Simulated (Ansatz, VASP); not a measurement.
**One calculation of Ti2O, two programs**

```xyz
3
Lattice="2.9234 0.0000 0.0000 -1.4617 2.5318 0.0000 0.0000 0.0000 4.7572" Properties=species:S:1:pos:R:3 pbc="T T T"
Ti    1.4617    0.8439    1.2595
Ti    0.0000    1.6878    3.4977
O     0.0000    0.0000    0.0000
```

Change from the starting cell: biaxial strain in the a-b plane, c and atoms relaxed: -1.0 %.

Alike in both runs: functional PBEsol; k mesh 24 × 24 × 12; occupations gaussian, width 0.1 eV; no spin polarisation.

Ansatz relaxed the structure, and its values are those at the end. VASP's run is a single point on that final structure, the one shown.

|  | VASP | Ansatz |
| --- | --- | --- |
| version | VASP 6.6.1 | Ansatz 0.2.0 |
| potentials or method | VASP PAW PBE potentials, release 64 (Ti_sv, O) | scalar-relativistic, plane waves, PAW |
| plane-wave cutoff (eV) | 520 | 420 |
| valence electrons in the cell | 30 | 30 |

VASP gave:

* gap on the k mesh at the Fermi level (eV): none
* pressure (GPa): 2.8
* rms of the force components (eV/Å): 0.023

Problem. Which values does Ansatz return?

Solution. gap on the k mesh at the Fermi level (eV): none; pressure (GPa): 2.5; rms of the force components (eV/Å): 0.000.

A gap of «none» marks a metal or a gap that the smearing closes.

Caveats: the PAW data sets were made with another functional, which shifts forces and pressure a little (VASP); semilocal functionals often make such compounds metallic where correlation or magnetic order opens a gap, which also shifts bond lengths.
